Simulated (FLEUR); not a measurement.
Runs of FLEUR MaX-R8.1 (later development tree) on WS2 (Tungstenite). The structure is hexagonal, space group P6_3/mmc (No. 194). Conventional cell: a = 3.180 Å, b = 3.180 Å, c = 12.500 Å, α = 90.00°, β = 90.00°, γ = 120.00°. W (site symmetry -6m2) has 6 S at 2.41 Å as nearest neighbours. Around S (site symmetry 3m) lie 3 W at 2.41 Å. 

```csv
task,level,gmax,muffin-tin radii,lnonsphr,max iterations,mixer history,kmax,gap on the mesh (eV),largest force (eV/Å)
band structure,LDA,17.3 1/bohr,"W 2.42, S 1.76 bohr","W 10, S 8",60,15,5.57 1/bohr,1.04,-
band structure,r2SCAN,17.3 1/bohr,"W 2.42, S 1.76 bohr","W 10, S 8",80,30,5.57 1/bohr,1.23,-
single point,PBE,17.7 1/bohr,"W 2.41, S 1.72 bohr",-,60,15,5.7 1/bohr,(b),0.15
single point,PBEsol,17.7 1/bohr,"W 2.37, S 1.72 bohr","W 10, S 8",60,15,5.7 1/bohr,1.07,(a)
band structure,PBEsol,17.3 1/bohr,"W 2.42, S 1.76 bohr","W 10, S 8",60,15,5.57 1/bohr,1.07,-
```

Alike in all rows: potentials or basis all-electron, FLAPW; no spin polarisation; cell as given; k mesh 10 × 10 × 3; smearing fermi-dirac 0.05 eV.

Question: Fill in the values left out.

Answer: (a) 0.14; (b) 1.12.

Caveats: spin-orbit coupling is left out, which moves the levels of the heavy elements; an odd mesh through Γ misses points on the zone boundary, where band edges often lie (some runs); the meta-GGA is that of a development version, with a GGA for the radial functions and cores and without core tails (some runs).

A k mesh can miss the band edges, and the runs leave out spin-orbit coupling on W.

Not every run made on this cell is shown here.
